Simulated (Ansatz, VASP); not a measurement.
**Two plane-wave programs on Al**

File INCAR:

```
PREC = Accurate
ENCUT = 520
EDIFF = 1E-6
ISMEAR = 0
SIGMA = 0.15
LREAL = F
LASPH = T
NELM = 80
ALGO = Normal
ISIF = 2
LWAVE = F
LCHARG = T
GGA = PE
LELF = T
LVHAR = T
NBANDS = 8
```

Contents of KPOINTS:

```
Automatic mesh
0
Gamma
  22 22 22
```

Contents of POSCAR:

```
Al
1.0
   -1.7298318766      1.7298318766      1.4897312121
    1.7298318766     -1.7298318766      1.4897312121
    1.7298318766      1.7298318766     -1.4897312121
Al
1
Direct
    0.0000000000      0.0000000000      0.0000000000
```

Input for Ansatz:

```yaml
crystal:
  lattice:
    - [-1.7298318766, 1.7298318766, 1.4897312121]
    - [1.7298318766, -1.7298318766, 1.4897312121]
    - [1.7298318766, 1.7298318766, -1.4897312121]
  atoms:
    - { symbol: Al, position: [0.0, 0.0, 0.0] }
basis:
  ecutwfc: 420
kpoints:
  mp_grid: { grid: [22, 22, 22] }
hamiltonian:
  xc: pbe
scf:
  occupations: { method: gaussian, width: 0.15 }
output:
  forces: true
  stress: true
  eigenvalues: true
```

Alike in both runs: task single point; functional PBE; k mesh 22 × 22 × 22; occupations gaussian, width 0.15 eV; no spin polarisation.

|  | VASP | Ansatz |
| --- | --- | --- |
| version | VASP 6.6.1 | Ansatz 0.2.0 |
| potentials or method | VASP PAW PBE potentials, release 64 (Al) | scalar-relativistic, plane waves, PAW |
| plane-wave cutoff (eV) | 520 | 420 |
| valence electrons in the cell | 3 | 3 |

Ansatz gave:

```
gap on the k mesh at the Fermi level (eV)       : none
pressure (GPa)                                  : -3.3
largest component of the traceless stress (GPa) : 1.18
```

Q: Estimate VASP's values.

A: gap on the k mesh at the Fermi level (eV): none; pressure (GPa): -3.3; largest component of the traceless stress (GPa): 1.19.

A gap of «none» marks a metal or a gap that the smearing closes. With one functional, cell and mesh, what is left measures potentials, basis and numerics.
